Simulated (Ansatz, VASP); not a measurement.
# C63N (substitutional N in diamond): VASP beside Ansatz

Wanted: the spread between two codes on one cell, functional and k mesh. Of the first pair: The structure shown is the start of the Ansatz relaxation below; VASP solves that cell, so the two are compared at the walk's first step.

Main program and level: Ansatz 0.2.0; plane waves, with VASP 6.6.1 beside it; PBE.

### 1. Starting point

The cell holds 64 atoms: 63 C and 1 N. Its edges and angles: a = 7.142 Å, b = 7.142 Å, c = 7.142 Å, α = 90.0°, β = 90.0°, γ = 90.0°. It derives from C (C (Fd-3m)). Nearest the centre at fractional (0.375, 0.375, 0.375): N64 at 0.30 Å, C26 at 1.53 Å, C41 at 1.54 Å, C48 at 1.54 Å, C4 at 1.55 Å, C5 at 2.51 Å, C20 at 2.51 Å, C36 at 2.51 Å. The cell carries charge +1.

### 2. Ansatz: relaxation, PBE

Ansatz runs on its default PAW (the set named soft_2) files.

The two programs are compared at the cell with which this relaxation starts, whose forces are those of its first step.

input.yaml reads:

```yaml
crystal:
  lattice:
    - [7.14180686, 0.0, 0.0]
    - [0.0, 7.14180686, 0.0]
    - [0.0, 0.0, 7.14180686]
  atoms:
    - { symbol: C, position: [-0.001825179, -0.002002604, 0.249292465] }
    - { symbol: C, position: [0.002540281, 0.250607188, 0.001010249] }
    - { symbol: C, position: [0.248629302, 0.001257253, 0.002093515] }
    - { symbol: C, position: [0.251685063, 0.247835922, 0.250565364] }
    - { symbol: C, position: [0.125578034, 0.127592887, 0.37588607] }
    - { symbol: C, position: [0.126913913, 0.373440999, 0.123677593] }
    - { symbol: C, position: [0.374287949, 0.124737158, 0.12769559] }
    - { symbol: "N", position: [0.398197256, 0.401372669, 0.397757692] }
    - { symbol: C, position: [-0.000251379, -0.001444773, 0.747614262] }
    - { symbol: C, position: [0.000183758, 0.25184596, 0.497902151] }
    - { symbol: C, position: [0.247843982, -0.001512084, 0.499047376] }
    - { symbol: C, position: [0.249232145, 0.248141889, 0.751949391] }
    - { symbol: C, position: [0.125514561, 0.125347458, 0.872269285] }
    - { symbol: C, position: [0.124731752, 0.377704127, 0.625676791] }
    - { symbol: C, position: [0.376556379, 0.122905054, 0.623984523] }
    - { symbol: C, position: [0.372448355, 0.376132091, 0.875223119] }
    - { symbol: C, position: [0.001437872, 0.500232513, 0.247608187] }
    - { symbol: C, position: [-0.002742701, 0.75040764, -0.000392077] }
    - { symbol: C, position: [0.250208535, 0.500559797, -0.002735954] }
    - { symbol: C, position: [0.252064973, 0.750066787, 0.248109568] }
    - { symbol: C, position: [0.127512953, 0.62451161, 0.376135273] }
    - { symbol: C, position: [0.123523931, 0.872918668, 0.123846057] }
    - { symbol: C, position: [0.372946326, 0.625884165, 0.123313885] }
    - { symbol: C, position: [0.373528158, 0.877315589, 0.374439611] }
    - { symbol: C, position: [-0.001209495, 0.498271901, 0.748157963] }
    - { symbol: C, position: [0.001622174, 0.748032403, 0.498842667] }
    - { symbol: C, position: [0.251938198, 0.498031445, 0.500458787] }
    - { symbol: C, position: [0.247959557, 0.751860163, 0.749532356] }
    - { symbol: C, position: [0.125386016, 0.626369199, 0.872587824] }
    - { symbol: C, position: [0.123542865, 0.872661204, 0.625499095] }
    - { symbol: C, position: [0.373198948, 0.62700031, 0.624227165] }
    - { symbol: C, position: [0.372686106, 0.876049389, 0.876177703] }
    - { symbol: C, position: [0.498603779, -0.00146965, 0.248067902] }
    - { symbol: C, position: [0.498711834, 0.252486442, 2.3204e-05] }
    - { symbol: C, position: [0.749283129, 0.002558915, 0.000883377] }
    - { symbol: C, position: [0.748921955, 0.249441123, 0.247476554] }
    - { symbol: C, position: [0.623885461, 0.126765305, 0.373133504] }
    - { symbol: C, position: [0.627727839, 0.374698887, 0.124442748] }
    - { symbol: C, position: [0.875188173, 0.123972245, 0.122401805] }
    - { symbol: C, position: [0.873255469, 0.375663423, 0.372912229] }
    - { symbol: C, position: [0.497562264, 0.000215254, 0.751361401] }
    - { symbol: C, position: [0.497683419, 0.251173934, 0.501047681] }
    - { symbol: C, position: [0.747742633, -0.000371159, 0.501615191] }
    - { symbol: C, position: [0.750676249, 0.249526771, 0.747323987] }
    - { symbol: C, position: [0.626481986, 0.12722531, 0.87416692] }
    - { symbol: C, position: [0.627447531, 0.375698033, 0.626168181] }
    - { symbol: C, position: [0.874103327, 0.127187856, 0.623499477] }
    - { symbol: C, position: [0.873179662, 0.376660254, 0.873668748] }
    - { symbol: C, position: [0.501012742, 0.49917906, 0.252478451] }
    - { symbol: C, position: [0.501185344, 0.747464082, 7.9918e-05] }
    - { symbol: C, position: [0.747440383, 0.499189715, 0.000796307] }
    - { symbol: C, position: [0.751656251, 0.748419642, 0.25161295] }
    - { symbol: C, position: [0.622288816, 0.625512193, 0.375479005] }
    - { symbol: C, position: [0.626779203, 0.875440883, 0.12288284] }
    - { symbol: C, position: [0.875067121, 0.627711732, 0.124304075] }
    - { symbol: C, position: [0.874521318, 0.877645137, 0.374214876] }
    - { symbol: C, position: [0.500192958, 0.502710662, 0.749323697] }
    - { symbol: C, position: [0.502672582, 0.750137196, 0.500825099] }
    - { symbol: C, position: [0.750510767, 0.501790848, 0.497908521] }
    - { symbol: C, position: [0.747737295, 0.750474542, 0.75158028] }
    - { symbol: C, position: [0.627728867, 0.6253915, 0.875492261] }
    - { symbol: C, position: [0.623403046, 0.872703751, 0.625138856] }
    - { symbol: C, position: [0.873841761, 0.627126574, 0.626406582] }
    - { symbol: C, position: [0.875840272, 0.872338634, 0.874768957] }
total_charge: 1
basis:
  ecutwfc: 420
  xc_grid: 2
hamiltonian:
  xc: pbe
kpoints:
  mp_grid: { grid: [1, 1, 1] }
scf:
  occupations: { method: fermi_dirac, width: 0.01 }
  max_iter: 120
relax:
  f_tol: 0.02
  max_steps: 80
  escape_saddle: false
output:
  forces: true
```

Launch:

```bash
ansatz run input.yaml --threads 4 --pin off --max-ram 7536MiB --backend cpu --events-out ev --progress --plain --runs-dir out
```

Numbers of over 12 decimals in the logs are rounded to 6 here.

The program printed:

```text
The last accepted step is kept in <dir> (removed where the run ends without a failure and the disk answers)
Engine: ansatz 0.2.0, aarch64-unknown-linux-gnu
Pseudopotentials: kind: paw
Pseudopotential: C, paw, valence charge 4, recommended cutoff 420 eV (normal), C.paw.azcp
Pseudopotential: N, paw, valence charge 5, recommended cutoff 420 eV (normal), N.paw.azcp
Functional definition: PBE
  parameter kappa = 0.804
  parameter beta = 0.066725
  exchange = pbe_x(kappa = kappa, mu = beta*pi^2/3)
  correlation = pbe_c(beta = beta)
Crystal: 64 atoms, lattice volume = 364.271 Å³
Basis set: ecut = 420 eV, 7123 PW (Γ), exchange–correlation on 96×96×96 points (8 copies of the dense FFT grid, shifted against one another)
Bands: 192, of which v1, the nominal top of the filled ones, is band 128 counted from 1 (127 counted from 0)
Symmetry: 1 space group operations
Space group: P1 (ITA 1), of the structure as read, at distance tolerance 7.1e-5 Å
k-points: 1
Non-local potential: C, projectors of the file, l = 0: 2, l = 1: 2, l = 2: 1
Non-local potential: N, projectors of the file, l = 0: 2, l = 1: 2, l = 2: 1
PAW form: soft (Blöchl's): semilocal exchange-correlation on the pseudo side does not see the compensation charge
PAW one-centre angular grid: C, 110 points (default); XC on 64 Gauss nodes
PAW one-centre angular grid: N, 110 points (default); XC on 64 Gauss nodes
Initial density: superposition of atomic densities (neutral atoms scaled as one to the charged cell's electrons: chi_scale 0, normalization atom), corrected by the library's trained network
Initial wavefunctions: pseudopotential atomic-orbital guess
Functional: x = pbe(κ = 0.804, μ = 0.219515), c = pbe(β = 0.066725)
SCF iter   1: F=—  HF=-16189.758524 eV  |F-HF|=—  |Δ(HF+E_count)|=         —  Δρ=9.25e-3  dr2=3.32e-1  ethr=1.77e-3  ⟨swp⟩=6.0  Hψ=758  notcnv=0  defer=45
preconditioner: auto → Resta (q_TF=auto, 2.573 Å⁻¹)  ε∞=4.3  [insulator: Δε(μ)=1.992 eV  Ē_g=17.131 eV  σ=0.010 eV  W_gap=1.00  n_scr=92 (ndim 8)  ℏωp=31.1 eV  f_vac=0.000  D(μ)=0.00/eV (n_scr^D=0)  ε∞_Penn≈4.3]
SCF iter   2: F=—  HF=-16189.691079 eV  |F-HF|=—  |Δ(HF+E_count)|=   6.74e-2  Δρ=4.57e-3  dr2=8.78e-2  ethr=1.30e-4  ⟨swp⟩=2.0  Hψ=225  notcnv=0  defer=60
SCF iter   3: F=—  HF=-16189.666430 eV  |F-HF|=—  |Δ(HF+E_count)|=   2.46e-2  Δρ=6.73e-4  dr2=1.13e-3  ethr=3.43e-5  ⟨swp⟩=3.0  Hψ=241  notcnv=0  defer=60
SCF iter   4: F=—  HF=-16189.668265 eV  |F-HF|=—  |Δ(HF+E_count)|=   1.83e-3  Δρ=1.05e-4  dr2=3.31e-5  ethr=4.43e-7  ⟨swp⟩=2.0  Hψ=321  notcnv=0  defer=60
iter 5 did not close the SCF: its close was put off for the readings that it lacked (scf_convergence_deferred on its scf_iter line)
SCF iter   5: F=-16189.668276 eV  HF=-16189.668275 eV  |F-HF|=3.75e-7  |Δ(HF+E_count)|=   9.96e-6  Δρ=1.94e-5  dr2=9.64e-7  ethr=1.29e-8  ⟨swp⟩=2.0  Hψ=257  notcnv=0  defer=60
SCF iter   6: F=-16189.668276 eV  HF=-16189.668276 eV  |F-HF|=6.72e-9  |Δ(HF+E_count)|=   6.40e-7  Δρ=3.21e-6  dr2=2.76e-8  ethr=3.77e-10  ⟨swp⟩=1.0  Hψ=456  notcnv=0
SCF 1 converged in 6 iterations: F = -16189.668276 eV  dr2 = 2.76e-8
  greatest PAW one-centre occupation: 0.783 electrons in one spin orbital (limit 2), on the N atom at site 7 (counted from 0), in its partial waves of l = 0
relax step   1: F+E_penalty+E_count = -16189.66827581 eV  Δ(F+E_penalty+E_count) = +0.000e0 eV  max|allowed force component| = 6.082e0 eV/Å  Δτ_max = 0.0000 Å  (6 SCF iters, dr2 threshold 1.00e-5 eV, accepted)
Initial density: handed on by an earlier stage of this run
Initial wavefunctions: those handed on with the density
iter 1 solved again at ethr=7.13e-5 eV; its pass at ethr=3.10e-3 eV (dr2=1.83e-1 eV) is discarded
SCF iter   1: F=—  HF=-16191.328806 eV  |F-HF|=—  |Δ(HF+E_count)|=         —  Δρ=1.07e-2  dr2=1.82e-1  ethr=7.13e-5  ⟨swp⟩=2.0  Hψ=696  notcnv=0  defer=57
preconditioner: auto → Resta (q_TF=auto, 2.573 Å⁻¹)  ε∞=4.3  [insulator: Δε(μ)=2.846 eV  Ē_g=17.147 eV  σ=0.010 eV  W_gap=1.00  n_scr=92 (ndim 8)  ℏωp=31.1 eV  f_vac=0.000  D(μ)=0.00/eV (n_scr^D=0)  ε∞_Penn≈4.3]
SCF iter   2: F=—  HF=-16191.303063 eV  |F-HF|=—  |Δ(HF+E_count)|=   2.57e-2  Δρ=5.61e-3  dr2=4.81e-2  ethr=7.12e-5  ⟨swp⟩=2.0  Hψ=221  notcnv=0  defer=57
SCF iter   3: F=—  HF=-16191.298685 eV  |F-HF|=—  |Δ(HF+E_count)|=   4.38e-3  Δρ=4.29e-4  dr2=3.79e-4  ethr=1.88e-5  ⟨swp⟩=3.0  Hψ=271  notcnv=0  defer=57
iter 4 did not close the SCF: its close was put off for the readings that it lacked (scf_convergence_deferred on its scf_iter line)
SCF iter   4: F=-16191.298739 eV  HF=-16191.298738 eV  |F-HF|=1.08e-6  |Δ(HF+E_count)|=   5.33e-5  Δρ=6.53e-5  dr2=1.44e-5  ethr=1.48e-7  ⟨swp⟩=2.0  Hψ=320  notcnv=0  defer=57
iter 5 did not close the SCF: its close was put off for the readings that it lacked (scf_convergence_deferred on its scf_iter line)
[...]
atom   2  C     -0.00010278     0.00021974    -0.00013541
  atom   3  C      0.00040615     0.00003517    -0.00000884
  atom   4  C      0.00023521     0.00038510     0.00026896
  atom   5  C      0.00031026     0.00025371     0.00000976
  atom   6  C      0.00041604     0.00002896     0.00025491
  atom   7  C      0.00019444     0.00053458     0.00034553
  atom   8  N      0.00038429     0.00000892     0.00045969
  atom   9  C      0.00009859     0.00011167    -0.00023365
  atom  10  C      0.00003623    -0.00009561     0.00014573
  atom  11  C      0.00016156     0.00014940     0.00007350
  atom  12  C     -0.00042526    -0.00021957    -0.00003462
  atom  13  C      0.00012461     0.00014407     0.00026044
  atom  14  C     -0.00019843    -0.00000559    -0.00024471
  atom  15  C      0.00003593    -0.00012835    -0.00011657
  atom  16  C     -0.00025461    -0.00038524     0.00032653
  atom  17  C      0.00000338     0.00015007     0.00006255
  atom  18  C     -0.00011648     0.00000474    -0.00014434
  atom  19  C      0.00013900     0.00009016     0.00006194
  atom  20  C     -0.00028133    -0.00002546    -0.00022446
  atom  21  C     -0.00017839     0.00002275    -0.00025234
  atom  22  C     -0.00002447     0.00041972     0.00028403
  atom  23  C     -0.00008129    -0.00014025    -0.00007081
  atom  24  C     -0.00021720    -0.00023746    -0.00043384
  atom  25  C     -0.00034012    -0.00015952     0.00019800
[...]
atom  57  C      0.00019994     0.00023874    -0.00017155
  atom  58  C      0.00013330    -0.00022846     0.00025007
  atom  59  C     -0.00036107     0.00010577     0.00006244
  atom  60  C     -0.00021018    -0.00032690    -0.00031855
  atom  61  C      0.00001658     0.00019417    -0.00011377
  atom  62  C      0.00003488    -0.00024496     0.00014924
  atom  63  C     -0.00011235     0.00011569     0.00015835
  atom  64  C     -0.00023882    -0.00020898    -0.00050536
  max |Σ_I F_I| component: 1.57e-5 eV/Å
--- Relaxed structure (5 steps of the walk, 5 accepted, 0 SCFs on fresh bases) ---
  F+E_penalty+E_count = -16191.68015345 eV   max|allowed force component| = 5.348e-4 eV/Å
  atoms:
    - { symbol: C, position: [0.000234143, 0.000711583, 0.249584] }
    - { symbol: C, position: [0.000233553, 0.250207, 8.933378262934845e-5] }
    - { symbol: C, position: [0.249728, 0.000711153, 8.88717835098656e-5] }
    - { symbol: C, position: [0.249023, 0.249501, 0.248878] }
    - { symbol: C, position: [0.125324, 0.125802, 0.375964] }
    - { symbol: C, position: [0.125324, 0.376587, 0.125179] }
    - { symbol: C, position: [0.376108, 0.125801, 0.125179] }
    - { symbol: N, position: [0.375126, 0.375606, 0.374980] }
    - { symbol: C, position: [4.161472692420406e-5, 0.000519421, 0.750070] }
    - { symbol: C, position: [-0.000145674, 0.250598, 0.499992] }
    - { symbol: C, position: [0.250118, 0.000332299, 0.499992] }
    - { symbol: C, position: [0.250121, 0.250599, 0.750257] }
    - { symbol: C, position: [0.125030, 0.125508, 0.875006] }
    - { symbol: C, position: [0.125328, 0.374624, 0.624786] }
    - { symbol: C, position: [0.374145, 0.125806, 0.624785] }
    - { symbol: C, position: [0.375129, 0.375608, 0.874983] }
    - { symbol: C, position: [-0.000144992, 0.500614, 0.249975] }
    - { symbol: C, position: [4.338729046400927e-5, 0.750691, -0.000101718] }
    - { symbol: C, position: [0.250119, 0.500614, -0.00029034] }
    - { symbol: C, position: [0.250122, 0.750880, 0.249977] }
    - { symbol: C, position: [0.125328, 0.625408, 0.374002] }
    - { symbol: C, position: [0.125031, 0.875628, 0.124885] }
    - { symbol: C, position: [0.374147, 0.625409, 0.125182] }
    - { symbol: C, position: [0.375129, 0.875608, 0.374985] }
    - { symbol: C, position: [0.000237186, 0.501004, 0.749876] }
[...]
- { symbol: C, position: [0.500137, 0.500615, 0.750258] }
    - { symbol: C, position: [0.500138, 0.750882, 0.499992] }
    - { symbol: C, position: [0.750404, 0.500616, 0.499993] }
    - { symbol: C, position: [0.750216, 0.750695, 0.750072] }
    - { symbol: C, position: [0.625227, 0.625705, 0.875009] }
    - { symbol: C, position: [0.625226, 0.875633, 0.625082] }
    - { symbol: C, position: [0.875155, 0.625705, 0.625082] }
    - { symbol: C, position: [0.875130, 0.875607, 0.874987] }
```

(Part 1 of 3 ends here.)

[Lines on the potential files, build, host, timing and source positions are cut from VASP's logs without a mark.]

[Logs are printed without paths, hosts, clocks, repeated set-up lines and the standing remarks that a program may print on its own settings, such as how far it seeks lower states.]

[Hosts, paths, dates, database ids (printed as entryN), source tags and the programs' standing remarks are cut or masked in the printed files.]
